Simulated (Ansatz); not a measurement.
Al under changes of volume

One of the cells (16.603 Å³/atom); the others are scaled copies at fixed shape and fractional positions:

```
CELL_PARAMETERS angstrom
0.00000 2.02481 2.02481
2.02481 0.00000 2.02481
2.02481 2.02481 0.00000
ATOMIC_POSITIONS crystal
Al 0.00000 0.00000 0.00000
```

* Program: Ansatz 0.2.0
* Functional: r2SCAN
* Dispersion: D4
* Potentials or basis: Ansatz PAW
* Cutoff: 500 eV (not typed: the program's choice for these potentials)
* k mesh: 11 × 11 × 11
* Occupations: fermi-dirac, width 0.05 eV
* Spin: no spin polarisation

| volume (Å³/atom) | energy over the lowest point (meV/atom) | pressure (GPa) |
| --- | --- | --- |
| 15.607 | 0.00 | 0.9 |
| 15.939 | 0.20 | -1.0 |
| 16.271 | 4.25 | -2.8 |
| 16.603 | 11.74 | -4.4 |
| 16.935 | 22.34 | -5.8 |
| 17.267 | 35.71 | -7.1 |
| 17.599 | ? | ? |

Problem. What does the run at 17.599 Å³/atom give?

Solution. Energy over the lowest point 51.55 meV/atom; pressure -8.2 GPa.

Worked out: A Birch-Murnaghan fit of order 3 (a polynomial in V^(-2/3)) to the other rows has its minimum at 15.76 Å³/atom with B0 = V·E''(V) = 93 GPa and B' = 4.2. It gives 51.58 meV/atom at 17.599 Å³/atom, against the run's 51.55, and -dE/dV = -8.2 GPa, against -8.2.

Energies are extrapolated to zero smearing.

Caveats: pairwise dispersion overbinds metals, which lowers pressure and volume; the PAW data sets come from PBE, with cores solved anew for the run's functional, which leaves a small shift of forces and pressure.
